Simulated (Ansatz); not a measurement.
A crystal relaxed with r2SCAN in the plane-wave code Ansatz has space group P6_3/mmc (No. 194) and a = 4.771 Å, c = 8.410 Å.

| atom | site | x | y | z |
| --- | --- | --- | --- | --- |
| Xx | 2a | 0.0000 | 0.0000 | 0.0000 |
| Br | 2c | 0.3333 | 0.6667 | 0.2500 |

r2SCAN gives a direct gap of 4.84 eV at Γ. HSE06 gives a direct gap of 5.39 eV at Γ. With PBE the gap is 4.23 eV and direct, at Γ. Meshes: r2SCAN 6×6×4, HSE06 6×6×2, PBE 6×6×4. r2SCAN's ε∞ is 2.4 along all three axes, to this precision.

Problem. Which element is Xx?
A. Rb
B. Li
C. Cs
D. H

Solution. A. Xx is Rb: RbBr built on the NiAs prototype. Around Rb lie 6 Br at 3.47 Å; around Br lie 6 Rb at 3.47 Å.

(Calculated; spin-unpolarised; the phase may be known or hypothetical.)

The runs are scalar-relativistic, without spin-orbit coupling.

The meshes of the hybrids are coarse, so their gaps aren't converged to the digits shown.
